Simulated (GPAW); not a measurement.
Runs of GPAW 26.7.0 on BaTiO3. The structure is trigonal, space group R3m (No. 160). The conventional cell has a = 5.655 Å, b = 5.655 Å, c = 6.955 Å, α = 90.00°, β = 90.00°, γ = 120.00°. Ba (site symmetry 3m) has 12 O at 2.79 to 2.89 Å as nearest neighbours. Around Ti (site symmetry 3m) lie 6 O at 1.87 to 2.14 Å. Around O (site symmetry m) lie 2 Ti at 1.87 to 2.14 Å. 

```tsv
task	level	potentials or basis	spin	k mesh	cutoff (eV)	smearing	response ecut	maxiter	response k mesh	response bands	kernels	gap on the mesh (eV)	pressure (GPa)	largest force (eV/Å)
dielectric tensor	AM05	PAW data sets generated in the run's folder for this functional, pw	off	6 × 6 × 6	600	fermi-dirac 0.001 eV	80 eV	150	8 × 8 × 8	60	["RPA"]	2.37	-	-
band structure	PBEsol	PAW data sets generated in the run's folder for this functional, pw	off	7 × 7 × 7	800	fermi-dirac 0.05 eV	-	150	-	-	-	(a)	0.3	0.20
band structure	PBEsol	PAW data sets generated in the run's folder for this functional, pw	SOC, no magnetisation	7 × 7 × 7	800	fermi-dirac 0.05 eV	-	150	-	-	-	2.42	0.3	0.20
single point	PBE	GPAW PAW data sets (gpaw-data 1.2.1), pw	off	6 × 6 × 6	600	fermi-dirac 0.05 eV	-	120	-	-	-	2.42	2.1	0.25
```

Alike in all rows: cell as given.

Task: Fill in the values left out.

Result: (a) 2.43.

Caveats: spin-orbit coupling is left out, which moves the levels of the heavy elements (some runs); the long-wavelength limit can be off by several per cent where d states take part (some runs); spin-orbit coupling was added after a scalar SCF, so levels and gaps hold it while energy, forces, pressure and moments don't (some runs); this program's spin-orbit splittings come out too wide for heavy elements (some runs); the cutoff is short for stress and forces, so pressures can be off by a GPa or more (some runs).

A k mesh can miss the band edges, and rows without SOC leave out spin-orbit coupling on Ba.
